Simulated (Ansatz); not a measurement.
# Slab of fcc Y (110), 2 layers

The slab is cut from the fcc crystal, which needn't be the stable phase, as relaxed on PAW files (32.43 Å³/atom), with 16 Å of vacuum and a dipole correction:

```xyz
2
Lattice="3.5795 0.0000 0.0000 0.0000 5.0622 0.0000 0.0000 0.0000 17.7898" Properties=species:S:1:pos:R:3 pbc="T T T"
Y     0.8949    1.2655    8.0000
Y     2.6846    3.7966    9.7898
```

Computed with Ansatz 0.2.0; functional PBE, scalar-relativistic. Settings: a Γ-centred 9×7×1 k mesh, Fermi–Dirac smearing of 0.05 eV, no spin polarisation. Methods: LAPW: all electrons, basis error target 1 meV/atom; PAW: frozen-core files, cutoff 420 eV.

The bulk energy comes from a cell in the slab's orientation on a 9×7×9 mesh. The surface energy is (E(slab) − N·E(bulk))/2A at zero smearing, the mean of both faces; thin slabs carry quantum-size effects.

The cell is 1×1, so reconstructions are forbidden, and in slabs of four or five layers the relaxations can be far larger than at a real surface.

Q: As cut, the LAPW slab lies 2.589 eV above 2 atoms of bulk. What surface energy is that?

A: Over two faces of 18.12 Å² it is 71.4 meV/Å², and times 16.02 J/m² per eV/Å² that gives γ = 1.145 J/m².

```tsv
method	γ as cut (J/m²)	γ relaxed (J/m²)	Φ as cut (eV)	Φ relaxed (eV)
LAPW	1.145	1.135	?	?
```

Q: Give the missing entry: row "LAPW", column "Φ as cut (eV)".

A: 2.87.

Q: What belongs in the row "LAPW", column "Φ relaxed (eV)"?

A: 2.94.

Q: How do the spacings between the planes relax?

A: From the bottom face up: d12 -9.8 % of 1.790 Å.

Q: What changes if the images along the normal are cut off in place of the dipole correction?

A: LAPW then gives: no gap, work function 2.94 eV; PAW: no gap, work function 2.94 eV.

Q: What changes if relativity is switched off, at the same positions?

A: LAPW then gives: no gap, work function 2.93 eV.
